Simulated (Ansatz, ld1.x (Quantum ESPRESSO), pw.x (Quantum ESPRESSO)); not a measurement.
## fluorine: does the ultrasoft potential hold in the solid?

F, ultrasoft, made with ld1.x (Quantum ESPRESSO) 7.5 (PBE, scalar-relativistic). Core [He], reference 2s2 2p5. Waves: 2s (bound): rcut 0.55, rcutus 0.75 bohr; 2s channel at 2.6 Ry: rcut 0.55, rcutus 0.75 bohr; 2p (bound): rcut 0.75, rcutus 1.00 bohr; 2p channel at 1.65 Ry: rcut 0.75, rcutus 1.00 bohr; 3d channel at 0.05 Ry: rcut 0.70, rcutus 0.80 bohr. Local part: all-electron potential smoothed inside 0.75 bohr (lloc = -2). Core correction: none. Augmentation charge: PSQ, inside the norm-conserving radii.

Atomic tests: cutoffs needed: 70 Ry and 140 Ry (the cutoffs (Ry, on a coarse ladder) from which the occupation-weighted sum of valence levels, in a spherical-Bessel basis at the reference potential, stays within 10 and 1 mRy of its value at 400 Ry); ghost test: no extra level below or beside the all-electron valence levels (s, p, d, f tested) (spherical-Bessel basis up to 400 Ry, 20 bohr box); largest excitation error: +358 meV (all-electron minus pseudo) for 2s2 2p1, out of 7 test configurations.

Crystal test: bcc F in pw.x 7.5, no spin, 17³ k-points, Fermi–Dirac smearing 0.01 Ry, cutoffs 170/900 Ry. The reference is all-electron LAPW (Ansatz 0.2.0) with the same functional, mesh and smearing; V0 and B0 come from Birch–Murnaghan fits to the pressures at five volumes. Errors are pseudo minus all-electron; Δ is the rms difference of the E(V) curves that follow from these fits, minima aligned, over ±6 % about the mean V0. Mesh and smearing are coarse, so the numbers serve the comparison and aren't converged zero-temperature values; the lattice is a test structure that the element need not adopt.

All-electron: a0 = 2.742 Å (V0 = 10.31 Å³/atom), B0 = 46.8 GPa.

**Question.** How far does the potential miss the all-electron equation of state?

**Answer.** mean pressure error (GPa): -0.08; a0 (Å): 2.740; a0 error (%): -0.05; B0 error (%): +1.6; Δ (meV/atom): 0.2.

| V (Å³/atom) | P all-electron (GPa) | P pseudo (GPa) |
| --- | --- | --- |
| 9.813 | 2.64 | 2.58 |
| 10.072 | 1.15 | 1.09 |
| 10.330 | -0.11 | -0.18 |
| 10.588 | -1.17 | -1.25 |
| 10.847 | -2.06 | -2.15 |

**Question.** At the middle volume, how do free energy and pressure move when the wave cutoff is lowered (ecutrho held at 900 Ry)?

**Answer.**

```json
{"cutoff (Ry)": "76", "shift of F (meV/atom)": "+53.6", "shift of P (GPa)": "-4.34"}
{"cutoff (Ry)": "102", "shift of F (meV/atom)": "+29.1", "shift of P (GPa)": "-0.64"}
{"cutoff (Ry)": "136", "shift of F (meV/atom)": "+3.8", "shift of P (GPa)": "-0.54"}
```

The run at the middle volume (165 k-points, 5 iterations) took about 39 s on one core of a shared host (Neoverse-V2, 32 threads, 247 GiB, load 15).
